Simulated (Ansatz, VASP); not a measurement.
## One calculation of MoS2, two programs

```
Mo S
1.0
     1.61099    0.93010    6.27062
    -1.61099    0.93010    6.27062
     0.00000   -1.86021    6.27062
Mo S
1 2
Cartesian
  0.0000 0.0000 0.0000
  0.0000 0.0000 7.8445
  0.0000 0.0000 4.7030
```

Change from the starting cell: volume scaled by 1.06.

Alike in both runs: task single point; functional PBE; k mesh 10 × 10 × 10; occupations fermi-dirac, width 0.05 eV; no spin polarisation.

|  | VASP | Ansatz |
| --- | --- | --- |
| version | VASP 6.6.1 | Ansatz 0.2.0 |
| potentials or method | VASP PAW PBE potentials, release 64 (Mo_sv, S) | Ansatz PAW |
| plane-wave cutoff (eV) | 520 | 420 |
| valence electrons in the cell | 26 | 26 |

Ansatz gave:

- gap on the k mesh at the Fermi level (eV): 0.99
- least direct gap on the mesh (eV): 1.81
- pressure (GPa): -3.1
- largest component of the traceless stress (GPa): 0.95
- rms of the force components (eV/Å): 0.211

What did VASP give for the same quantities?

gap on the k mesh at the Fermi level (eV): 1.00; least direct gap on the mesh (eV): 1.81; pressure (GPa): -3.2; largest component of the traceless stress (GPa): 0.92; rms of the force components (eV/Å): 0.215.

Atom by atom the forces differ by 0.005 eV/Å (rms over components). With one functional, cell and mesh, what is left measures potentials, basis and numerics.

A k mesh can miss the band edges.
